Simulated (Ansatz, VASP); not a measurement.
Two plane-wave programs on ZnS

```
Zn S
1.0
     0.00000    2.65880    2.65880
     2.65880    0.00000    2.65880
     2.65880    2.65880    0.00000
Zn S
1 1
Direct
  0.00000 0.00000 0.00000
  0.75000 0.75000 0.75000
```

Change from the starting cell: volume scaled by 0.95, PAW files.

Alike in both runs: task electric field gradients; functional PBE; k mesh 8 × 8 × 8; occupations fermi-dirac, width 0.01 eV; no spin polarisation.

|  | VASP | Ansatz |
| --- | --- | --- |
| version | VASP 6.6.1 | Ansatz 0.2.0 |
| potentials or method | VASP PAW PBE potentials, release 64 (Zn, S) | PAW with Ansatz's default frozen-core files, scalar-relativistic |
| plane-wave cutoff (eV) | 520 | 420 |
| valence electrons in the cell | 18 | 18 |

```csv
,VASP,Ansatz,Ansatz less VASP
gap on the k mesh at the Fermi level (eV),2.33,2.32,-0.008
pressure (GPa),5.9,5.7,-0.19
Vzz of the field gradient on the site that differs most (V/Å²),0.0,0.0,0.00
```

The functional is the same, so the differences come from potentials, cutoffs and numerics.
